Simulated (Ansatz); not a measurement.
MgI2 built on the fluorite prototype, relaxed with r2SCAN in the plane-wave code Ansatz: the symmetry is Fm-3m (No. 225, cubic); conventional cell a = 7.511 Å, 35.32 Å³ an atom. Mg has 8 I at 3.25 Å; I has 4 Mg at 3.25 Å. The primitive cell holds 3 atoms in 105.95 Å³. These are computed values for a non-magnetic cell that may be hypothetical; none is a measurement.

Computed values: PBE gives a gap of 0.61 eV and PBE0 (25 % exact exchange) 2.08 eV; one over PBE's mean ε∞ is 0.184. HSE06+SOC (4×4×4) gives a least gap of 1.42 eV and a least direct gap of 1.83 eV. r2SCAN's ε∞ is 4.67.

**Question.** What is the density?

**Answer.** The cell holds 1 Mg, 2 I: M = 1×24.305 + 2×126.904 = 278.11 u in V = 105.95 Å³. ρ = 1.66054 × M/V = 1.66054 × 278.11/105.95 = 4.359 g/cm³, for the static r2SCAN lattice.

**Question.** Taking the gap as linear in the share of unscreened exchange, estimate the gap of the hybrid whose share is 1/ε∞.

**Answer.** The slope is (2.08 − 0.61)/0.25 = 5.88 eV per unit share, so E_g ≈ 0.61 + 5.88 × 0.184 = 1.69 eV. The run with that share gives 1.67 eV (4×4×4 mesh), -0.02 eV from the straight line.

**Question.** At what wavelength does absorption set in by HSE06+SOC, excitons left aside?

**Answer.** λ = 1239.84 eV nm/E: 873 nm for the least gap, where it needs phonons and is weak, and 678 nm for direct transitions. The direct edge lies in the visible range.

**Question.** What refractive index and reflectivity at normal incidence follow, below the gap and above the phonons?

**Answer.** n = √4.67 = 2.161; R = ((n − 1)/(n + 1))² = (1.161/3.161)² = 13.5 % a face.

Only the levels marked +SOC include spin-orbit coupling.

The meshes of the hybrids are coarse, so their gaps aren't converged to the digits shown.
